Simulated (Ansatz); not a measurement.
# Nb (beta tin type): the cost of one run

Method: DFT PBE, with the methods named in each step, in Ansatz 0.2.0.

## (1) Starting point

Symmetry: I4_1/amd, No. 141, tetragonal system. Conventional cell: a = 5.195 Å, b = 5.195 Å, c = 2.845 Å, α = 90.00°, β = 90.00°, γ = 90.00°. Around Nb (site symmetry -4m2) lie 6 Nb at 2.69 to 2.84 Å.

As a file:

```
CELL_PARAMETERS angstrom
-2.59736 2.59736 1.42231
2.59736 -2.59736 1.42231
2.59736 2.59736 -1.42231
ATOMIC_POSITIONS crystal
Nb 0.62500 0.87500 0.75000
Nb 0.37500 0.12500 0.25000
```

Whether this phase is the stable one at these pressures isn't tested.

Atoms are numbered in the order of the input: Nb1, Nb2.

## (2) The reference volume, LAPW

input.yaml reads:

```yaml
crystal:
  lattice:
    - [-2.5973593764, 2.5973593764, 1.4223125717]
    - [2.5973593764, -2.5973593764, 1.4223125717]
    - [2.5973593764, 2.5973593764, -1.4223125717]
  atoms:
    - { symbol: Nb, position: [-0.375, -0.125, -0.25] }
    - { symbol: Nb, position: [0.375, 0.125, 0.25] }
kpoints:
  mp_grid: { grid: [15, 15, 15] }
  band_path:
    path:
      - [0.0, 0.0, 0.0]
      - [0.0, 0.0, 0.5]
      - [-0.5, 0.5, 0.5]
      - [0.0, 0.0, 0.0]
      - [0.32496629, 0.32496629, -0.32496629]
      - [-0.32496629, 0.67503371, 0.32496629]
      - [-0.5, 0.5, 0.5]
      - [0.0, 0.0, 0.5]
      - [0.25, 0.25, 0.25]
    npoints: 14
scf:
  occupations: { method: fermi_dirac, width: 0.1 }
hamiltonian:
  xc: pbe
  pseudopotentials: { kind: all_electron, lapw: { basis_error: 0.001 } }
output:
  forces: true
  stress: true
  eigenvalues: true
  populations: true
  dos: { projected: true, de: 0.2, e_range: [-14, 8] }
```

On the command line:

```bash
$ ansatz run input.yaml --threads 1 --pin off --max-ram 2048MiB --backend cpu --events-out ev --progress --plain --runs-dir out
```

What time and memory should one allow on 1 thread of Arm Neoverse V1, shared host?

About 1.9 min, with a peak of 0.83 GiB.
